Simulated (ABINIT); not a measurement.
Set up this calculation in ABINIT 10.8.3 (patched build), as the native input.

* Task: single point
* Functional: LDA
* Potentials or basis: JTH PAW LDA v2.0
* Cutoff: 544 eV
* k mesh: 9 × 9 × 9
* Occupations: fermi-dirac, width 0.05 eV
* Spin: no spin polarisation
* Fine-grid cutoff: 1088.46 eV

Crystal: ScAl3.

```
Sc Al
1.0
     4.08781    0.00000    0.00000
     0.00000    4.08781    0.00000
     0.00000    0.00000    4.08781
Sc Al
1 3
Direct
  0.00000 0.00000 0.00000
  0.50000 0.50000 0.00000
  0.00000 0.50000 0.50000
  0.50000 0.00000 0.50000
```

The cell is a database's computed one.

One way to write it, as run:

run.abi

```
# Pseudopotentials
pp_dirpath "./"
pseudos "Sc.LDA_PW-JTH.xml, Al.LDA_PW-JTH.xml"

# Structure
acell 3*1.0 Angstrom
rprim
     4.0878065700     0.0000000000     0.0000000000
     0.0000000000     4.0878065700     0.0000000000
     0.0000000000     0.0000000000     4.0878065700
ntypat 2
znucl 21 13
natom 4
typat 1 2 2 2
xred
     0.0000000000     0.0000000000     0.0000000000
     0.5000000000     0.5000000000     0.0000000000
     0.0000000000     0.5000000000     0.5000000000
     0.5000000000     0.0000000000     0.5000000000

# Plane-wave basis
ecut 544.227725 eV
pawecutdg 40.0

# k points
kptopt 1
ngkpt 9 9 9
nshiftk 1
shiftk 0.0 0.0 0.0

# Exchange and correlation
ixc 7

# Bands and occupations
nband 14
occopt 3
tsmear 0.00183747

# SCF cycle
nstep 100
tolvrs 1.0e-9

# Output
iomode 3
prtwf 0
prteig 0
prtebands 0
enunit 1
prtden 1
prtvha 1
prtvclmb 1
prtpot 1
```

Potentials or basis: JTH PAW LDA v2.0.

Launch:

```console
$ abinit run.abi > log 2>&1
```

It gave:

```yaml
Pressure: -3.7 GPa
Band_gap_on_the_k_mesh: none (metal or under the smearing width)
Valence_electrons_inside_the_program's_atomic_spheres: Sc 9.35; Al 0.77
```

It took 25 s on 1 thread of Intel(R) Xeon(R) Platinum 8488C (Sapphire Rapids) (shared host), peak memory 0.11 GiB.
